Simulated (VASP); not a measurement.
# ScAl7N8 (P3m1) in VASP: notebook, part 2 of 2

VASP 6.6.1.

### Step 3. Relaxation of cell and atoms, PBEsol

This run uses another cell than the first one, of 10.88 Å³/atom, 0.981 times its volume.

INCAR reads:

```
PREC = Accurate ; ENCUT = 600
EDIFF = 1E-7 ; ISMEAR = 0
SIGMA = 0.03 ; LREAL = False
LASPH = True ; NELM = 80
ALGO = Normal ; ISIF = 3
LWAVE = False ; LCHARG = False
GGA = PS ; IBRION = 2
NSW = 90 ; EDIFFG = -0.005
KPAR = 8
```

KPOINTS reads:

```
regular mesh
0
Gamma
  6 6 5
```

POSCAR reads:

```
ScAl7N8                                 
1.0
    0.0000000000      0.0000000000     -5.0076820216
    3.1677646925      5.4867293846     -0.0000000000
    3.1677646925     -5.4867293846      0.0000000000
  Sc              Al              N             
     1     7     8
Direct
     0.0096978109560066    0.1666666699999979    0.3333333300000021
     0.0024393322103742    0.1677137781384635    0.8338568840692324
     0.0024393322103742    0.6661431159307676    0.3322862218615367
     0.0024393322103742    0.6661431159307628    0.8338568840692372
     0.5002446050951760    0.3365028880653802    0.6730057861307591
     0.5002446050951760    0.3365028880653851    0.1634971119346149
     0.5031566368029232    0.8333333300000021    0.6666666699999979
     0.5002446050951760    0.8269942138692409    0.1634971119346198
     0.5860254470593147    0.1666666699999979    0.3333333300000021
     0.6209270135042677    0.1652239652856707    0.8326119776428397
     0.6209270135042677    0.6673880223571603    0.3347760347143292
     0.6209270135042677    0.6673880223571624    0.8326119776428376
     0.1236905227401472    0.3439937369661101    0.6879874839322770
     0.1236905227401472    0.3439937369661732    0.1560062630338267
     0.1192156845318400    0.8333333300000021    0.6666666699999979
     0.1236905227401472    0.8120125160677230    0.1560062630338899
```

Potentials or basis: VASP PAW PBE potentials, release 64 (Sc_sv, Al, N).

The run is started by

```
$ cat potpaw_PBE.64/Sc_sv/POTCAR potpaw_PBE.64/Al/POTCAR potpaw_PBE.64/N/POTCAR > POTCAR
$ mpirun -np 8 vasp_std > vasp.out
```

OUTCAR:

```text
PREC = Accurate
   ENCUT = 600
   EDIFF = 1E-7
   ISMEAR = 0
   LREAL = False
   LASPH = True
   NELM = 80
   ISIF = 3
   GGA = PS
   IBRION = 2
   NSW = 90
   EDIFFG = -0.005

 ion  position               nearest neighbor table
   1  0.010  0.167  0.333-  14 2.03  13 2.03  16 2.03   9 2.12   6 3.08   5 3.08   8 3.08   6 3.16
                             5 3.16   8 3.16   2 3.17   3 3.17   3 3.17   2 3.17   4 3.17   4 3.17
   2  0.002  0.168  0.834-  13 1.87  14 1.87  10 1.91  15 1.93   5 3.08   6 3.08   5 3.10   6 3.10
                             7 3.10   7 3.11   4 3.16   3 3.16   1 3.17   1 3.17   4 3.18   3 3.18
   3  0.002  0.666  0.332-  16 1.87  14 1.87  11 1.91  15 1.93   8 3.08   6 3.08   8 3.10   6 3.10
[... 1488 lines left out ...]
  external PRESSURE =       0.0460060 kB  Pullay stress =       0.0000000 kB

 VOLUME and BASIS-vectors are now :
 -----------------------------------------------------------------------------
  energy-cutoff  :      600.00
  volume of cell :      174.07
      direct lattice vectors                 reciprocal lattice vectors
     0.000000000  0.000000000 -5.007334967     0.000000000 -0.000000000 -0.199707031
     3.167842849  5.486864756 -0.000000000     0.157836112  0.091126722  0.000000000
     3.167842849 -5.486864756  0.000000000     0.157836112 -0.091126722 -0.000000000

 POSITION                                       TOTAL-FORCE (eV/Angst)
 -----------------------------------------------------------------------------------
      1.58392     -0.91448     -0.04875         0.000000      0.000000     -0.002868
      3.17278     -3.65506     -0.01210         0.000670      0.000387     -0.000741
      3.16291      1.83180     -0.01210        -0.000670      0.000387     -0.000741
      4.75176     -0.92017     -0.01210         0.000000     -0.000774     -0.000741
      3.19794     -1.84633     -2.50473        -0.000086      0.000050     -0.002244
      1.58392      0.94923     -2.50473         0.000000     -0.000099     -0.002244
[... 8 lines left out ...]
      4.75176      0.91448     -0.59698         0.000000      0.000000      0.001270
      3.06656      3.59943     -0.61942        -0.001085     -0.000627      0.002220
 -----------------------------------------------------------------------------------
    total drift:                                0.000018      0.000081      0.001749

  FREE ENERGIE OF THE ION-ELECTRON SYSTEM (eV)
  ---------------------------------------------------
  free  energy   TOTEN  =      -127.7147820845 eV

  energy  without entropy=     -127.7147820845  energy(sigma->0) =     -127.71478208

 reached required accuracy - stopping structural energy minimisation
```

OSZICAR:

```text
N       E                     dE             d eps       ncg     rms          rms(c)
DAV:   1     0.752569770163E+03    0.75257E+03   -0.35136E+04  8280   0.168E+03
DAV:   2    -0.365745681918E+02   -0.78914E+03   -0.76909E+03 10104   0.449E+02
DAV:   3    -0.142993528542E+03   -0.10642E+03   -0.10415E+03 11798   0.155E+02
[... 15 lines left out ...]
       N       E                     dE             d eps       ncg     rms          rms(c)
DAV:   1    -0.127714781724E+03   -0.19322E-05   -0.79208E-04  9746   0.219E-01    0.100E-02
DAV:   2    -0.127714783118E+03   -0.13946E-05   -0.38297E-05 10651   0.399E-02    0.626E-03
DAV:   3    -0.127714782161E+03    0.95768E-06   -0.19687E-06 11673   0.922E-03    0.231E-03
DAV:   4    -0.127714782084E+03    0.76065E-07   -0.61660E-07  9817   0.442E-03
   2 F= -.12771478E+03 E0= -.12771478E+03  d E =-.227902E-05
```

CONTCAR:

```text
ScAl7N8
   1.00000000000000
     0.0000000000000000    0.0000000000000000   -5.0073349671369449
     3.1678428489763171    5.4868647555872387   -0.0000000000000000
     3.1678428489763171   -5.4868647555872387    0.0000000000000000
  Sc              Al              N
     1     7     8
Direct
     0.0097366353591014    0.1666666699999979    0.3333333300000021
     0.0024164760020004    0.1677047187140384    0.8338523543570223
     0.0024164760020004    0.6661476456429777    0.3322952812859616
     0.0024164760020004    0.6661476456429777    0.8338523543570223
     0.5002129101890557    0.3365000493831780    0.6730001087663497
     0.5002129101890557    0.3365000493831780    0.1634999506168220
[... 8 lines left out ...]
     0.1192202735814554    0.8333333300000021    0.6666666699999979
     0.1237033328765968    0.8120176216187009    0.1560088158093757

  0.00000000E+00  0.00000000E+00  0.00000000E+00
  0.00000000E+00  0.00000000E+00  0.00000000E+00
  0.00000000E+00  0.00000000E+00  0.00000000E+00
  0.00000000E+00  0.00000000E+00  0.00000000E+00
  0.00000000E+00  0.00000000E+00  0.00000000E+00
  0.00000000E+00  0.00000000E+00  0.00000000E+00
[... 8 lines left out ...]
  0.00000000E+00  0.00000000E+00  0.00000000E+00
  0.00000000E+00  0.00000000E+00  0.00000000E+00
```

It took 2.5 min on 8 MPI ranks of Intel Xeon 6975P-C (Granite Rapids), shared host; peak memory 0.87 GiB.

Results:

```yaml
Free_energy: -127.7148 eV
Energy_gained_by_relaxing: 0.0 meV/atom
Ionic_steps: 2
Pressure_after_relaxing: 0.0 GPa
Band_gap_on_the_k_mesh: 3.95 eV, direct
```

Forces on the atoms (eV/Å):
```
Sc   0.000  0.000 -0.003
Al   0.001  0.000 -0.001
Al  -0.001  0.000 -0.001
Al   0.000 -0.001 -0.001
Al   0.000  0.000 -0.002
Al   0.000  0.000 -0.002
Al   0.000  0.000 -0.002
Al   0.000  0.000 -0.002
N    0.000  0.000 -0.001
N    0.000  0.000  0.002
N    0.000  0.000  0.002
N    0.000  0.000  0.002
N    0.001 -0.001  0.002
N    0.000  0.001  0.002
N    0.000  0.000  0.001
N   -0.001 -0.001  0.002
```

Final structure:
```
Sc Al N
1.0
     0.00000    0.00000   -5.00733
     3.16784    5.48686    0.00000
     3.16784   -5.48686    0.00000
Sc Al N
1 7 8
Direct
  0.00974 0.16667 0.33333
  0.00242 0.16770 0.83385
  0.00242 0.66615 0.33230
  0.00242 0.66615 0.83385
  0.50021 0.33650 0.67300
  0.50021 0.33650 0.16350
  0.50314 0.83333 0.66667
  0.50021 0.82700 0.16350
  0.58608 0.16667 0.33333
  0.62094 0.16523 0.83262
  0.62094 0.66738 0.33477
  0.62094 0.66738 0.83262
  0.12370 0.34399 0.68798
  0.12370 0.34399 0.15601
  0.11922 0.83333 0.66667
  0.12370 0.81202 0.15601
```

Caveat: the PAW data sets were made with another functional, which shifts forces and pressure a little; an odd mesh through Γ misses points on the zone boundary, where band edges often lie.

### Step 4. Relaxation of cell and atoms, PBEsol

INCAR reads:

```
  PREC = Accurate
  ENCUT = 600
  EDIFF = 1E-6
  ISMEAR = 0
  SIGMA = 0.03
  LREAL = False
  LASPH = True
  NELM = 80
  ALGO = Normal
  ISIF = 3
  LWAVE = False
  LCHARG = False
  GGA = PS
  IBRION = 2
  NSW = 90
  EDIFFG = -0.01
  KPAR = 4
```

KPOINTS is that of step 3.

POSCAR reads:

```
ScAl7N8
1.0
    0.0000000000      0.0000000000     -5.0799619200
    3.1748487200      5.4989992800      0.0000000000
    3.1748487200     -5.4989992800      0.0000000000
Sc Al N
1 7 8
Direct
    0.0000000000      0.1666666700      0.3333333300
    0.0000000000      0.1666666700      0.8333333300
    0.0000000000      0.6666666700      0.3333333300
    0.0000000000      0.6666666700      0.8333333300
    0.5000000000      0.3333333300      0.6666666700
    0.5000000000      0.3333333300      0.1666666700
    0.5000000000      0.8333333300      0.6666666700
    0.5000000000      0.8333333300      0.1666666700
    0.6200000000      0.1666666700      0.3333333300
    0.6200000000      0.1666666700      0.8333333300
    0.6200000000      0.6666666700      0.3333333300
    0.6200000000      0.6666666700      0.8333333300
    0.1200000000      0.3333333300      0.6666666700
    0.1200000000      0.3333333300      0.1666666700
    0.1200000000      0.8333333300      0.6666666700
    0.1200000000      0.8333333300      0.1666666700
```

Potentials or basis: VASP PAW PBE potentials, release 64 (Sc_sv, Al, N).

The run is started by

```
$ cat potpaw_PBE.64/Sc_sv/POTCAR potpaw_PBE.64/Al/POTCAR potpaw_PBE.64/N/POTCAR > POTCAR
$ mpirun -np 4 vasp_std > vasp.out
```

OUTCAR:

```text
PREC = Accurate
   ENCUT = 600
   EDIFF = 1E-6
   ISMEAR = 0
   LREAL = False
   LASPH = True
   NELM = 80
   ISIF = 3
   GGA = PS
   IBRION = 2
   NSW = 90
   EDIFFG = -0.01

 ion  position               nearest neighbor table
   1  0.000  0.167  0.333-   9 1.93  14 1.93  13 1.93  16 1.93   6 3.13   6 3.13   8 3.13   5 3.13
                             5 3.13   8 3.13   3 3.17   3 3.17   2 3.17   2 3.17   4 3.17   4 3.17
   2  0.000  0.167  0.833-  10 1.93  13 1.93  14 1.93  15 1.93   5 3.13   5 3.13   7 3.13   6 3.13
                             6 3.13   7 3.13   4 3.17   4 3.17   1 3.17   1 3.17   3 3.17   3 3.17
   3  0.000  0.667  0.333-  11 1.93  16 1.93  15 1.93  14 1.93   8 3.13   8 3.13   6 3.13   6 3.13
                             7 3.13   7 3.13   1 3.17   4 3.17   1 3.17   4 3.17   2 3.17   2 3.17
   4  0.000  0.667  0.833-  12 1.93  15 1.93  13 1.93  16 1.93   7 3.13   7 3.13   8 3.13   5 3.13
                             5 3.13   8 3.13   2 3.17   3 3.17   2 3.17   3 3.17   1 3.17   1 3.17
   5  0.500  0.333  0.667-  13 1.93  10 1.93  12 1.93   9 1.93   2 3.13   2 3.13   4 3.13   1 3.13
                             1 3.13   4 3.13   7 3.17   6 3.17   7 3.17   6 3.17   8 3.17   8 3.17
   6  0.500  0.333  0.167-  14 1.93   9 1.93  11 1.93  10 1.93   1 3.13   1 3.13   3 3.13   2 3.13
                             2 3.13   3 3.13   8 3.17   5 3.17   8 3.17   5 3.17   7 3.17   7 3.17
   7  0.500  0.833  0.667-  15 1.93  12 1.93  10 1.93  11 1.93   4 3.13   4 3.13   2 3.13   2 3.13
                             3 3.13   3 3.13   5 3.17   5 3.17   8 3.17   8 3.17   6 3.17   6 3.17
   8  0.500  0.833  0.167-  16 1.93  11 1.93  12 1.93   9 1.93   3 3.13   3 3.13   4 3.13   1 3.13
[... 400 lines left out ...]

 number of electron      72.0000001 magnetization

------------------------ aborting loop because EDIFF is reached ----------------------------------------
[... 95 lines left out ...]
--------------------------------------- Ionic step       13  -------------------------------------------

 number of electron      72.0000001 magnetization

 Free energy of the ion-electron system (eV)
  ---------------------------------------------------
  ext. energy  EPLUGINS =         0.00000000
  ---------------------------------------------------
  free energy    TOTEN  =      -127.71936920 eV

  energy without entropy =     -127.71936920  energy(sigma->0) =     -127.71936920

 E-fermi :   5.6071     XC(G=0): -11.0694

 val. band max:        5.4793183471   @ k =   0.0000   0.0000   0.0000
 cond. band min:       9.4254731190   @ k =   0.0000   0.0000   0.0000
 fundamental gap:      3.9461547719
 Fermi energy:         5.6070672485

 k-point     1 :       0.0000    0.0000    0.0000
  band No.  band energies     occupation
      1     -40.9662      2.00000
      2     -19.8947      2.00000
      3     -19.8947      2.00000
      4     -19.8534      2.00000
      5      -9.2623      2.00000
      6      -7.4621      2.00000
[... 1141 lines left out ...]
     44      11.3076      0.00000
     45      11.8446      0.00000

 [... further k-points ...]
[... 5 lines left out ...]
  --------------------------------------------------------------------------------------
  -------------------------------------------------------------------------------------
  Total        0.0004280      0.0004280     -0.0383319     -0.0000000      0.0000000      0.0000000
  in kB        0.0039392      0.0039392     -0.3528073     -0.0000000      0.0000000      0.0000000
  external PRESSURE =      -0.1149763 kB  Pullay stress =       0.0000000 kB
[... 31 lines left out ...]
  FREE ENERGIE OF THE ION-ELECTRON SYSTEM (eV)
  ---------------------------------------------------
  free  energy   TOTEN  =      -127.7193692019 eV

  energy  without entropy=     -127.7193692019  energy(sigma->0) =     -127.71936920

 reached required accuracy - stopping structural energy minimisation
```

OSZICAR:

```text
N       E                     dE             d eps       ncg     rms          rms(c)
DAV:   1     0.750005400820E+03    0.75001E+03   -0.35034E+04  8280   0.168E+03
DAV:   2    -0.317134277399E+02   -0.78172E+03   -0.76174E+03  9983   0.445E+02
DAV:   3    -0.140909157124E+03   -0.10920E+03   -0.10651E+03 11795   0.155E+02
[... 101 lines left out ...]
       N       E                     dE             d eps       ncg     rms          rms(c)
DAV:   1    -0.127719362752E+03   -0.15106E-04   -0.56179E-03  9181   0.447E-01    0.156E-02
DAV:   2    -0.127719372279E+03   -0.95268E-05   -0.16715E-04 11795   0.768E-02    0.108E-02
DAV:   3    -0.127719369754E+03    0.25254E-05   -0.75178E-06 10587   0.189E-02    0.583E-03
DAV:   4    -0.127719369202E+03    0.55173E-06   -0.39281E-06  8853   0.133E-02
  13 F= -.12771937E+03 E0= -.12771937E+03  d E =-.215953E-04
```

It took 15 min on 4 MPI ranks of Intel Xeon 6975P-C (Granite Rapids), shared host; peak memory 0.88 GiB.

Results:

| Property | Result |
| --- | --- |
| Free energy | -127.7194 eV |
| Relaxed volume | 10.88 Å³/atom |
| Relaxed cell | a = 5.008 Å, b = 6.336 Å, c = 6.336 Å, α = 120.00°, β = 90.00°, γ = 90.00° |
| Space group after relaxing (to 0.05 Å) | P3m1 (No. 156) |
| Energy gained by relaxing | 53.0 meV/atom |
| Ionic steps | 13 |
| Pressure after relaxing | 0.0 GPa |
| Largest force after relaxing | 0.006 eV/Å |
| Band gap on the k mesh | 3.95 eV, direct |

Forces on the atoms (eV/Å):
```
Sc   0.000  0.000 -0.004
Al  -0.001  0.000  0.002
Al   0.001  0.000  0.002
Al   0.000  0.001  0.002
Al  -0.001  0.000  0.003
Al   0.000 -0.001  0.003
Al   0.000  0.000  0.001
Al   0.001  0.000  0.003
N    0.000  0.000 -0.006
N    0.001  0.001 -0.001
N   -0.001  0.001 -0.001
N    0.000 -0.001 -0.001
N    0.000  0.000 -0.001
N    0.000  0.000 -0.001
N    0.000  0.000 -0.001
N    0.000  0.000 -0.001
```

The path:
```tsv
step	energy change (eV)	largest force (eV/Å)	pressure (GPa)	volume (Å³)
1	0.0000	3.4018	-1.57	177.38
2	-0.7440	1.0167	-0.42	174.60
3	-0.7914	0.6531	-0.98	175.18
4	-0.8380	0.1912	0.86	173.43
5	-0.8391	0.1772	0.60	173.66
6	-0.8453	0.0587	-0.31	174.41
7	-0.8453	0.0609	-0.36	174.45
8	-0.8474	0.0447	-0.01	174.09
9	-0.8474	0.0477	0.06	174.02
10	-0.8477	0.0151	0.01	174.06
11	-0.8477	0.0146	0.01	174.06
12	-0.8477	0.0146	0.01	174.05
13	-0.8477	0.0055	-0.01	174.07
```

Final structure:
```
Sc Al N
1.0
     0.00000    0.00000   -5.00768
     3.16776    5.48673    0.00000
     3.16776   -5.48673    0.00000
Sc Al N
1 7 8
Direct
  0.00970 0.16667 0.33333
  0.00244 0.16771 0.83386
  0.00244 0.66614 0.33229
  0.00244 0.66614 0.83386
  0.50024 0.33650 0.67301
  0.50024 0.33650 0.16350
  0.50316 0.83333 0.66667
  0.50024 0.82699 0.16350
  0.58603 0.16667 0.33333
  0.62093 0.16522 0.83261
  0.62093 0.66739 0.33478
  0.62093 0.66739 0.83261
  0.12369 0.34399 0.68799
  0.12369 0.34399 0.15601
  0.11922 0.83333 0.66667
  0.12369 0.81201 0.15601
```

Caveat: the PAW data sets were made with another functional, which shifts forces and pressure a little; an odd mesh through Γ misses points on the zone boundary, where band edges often lie.
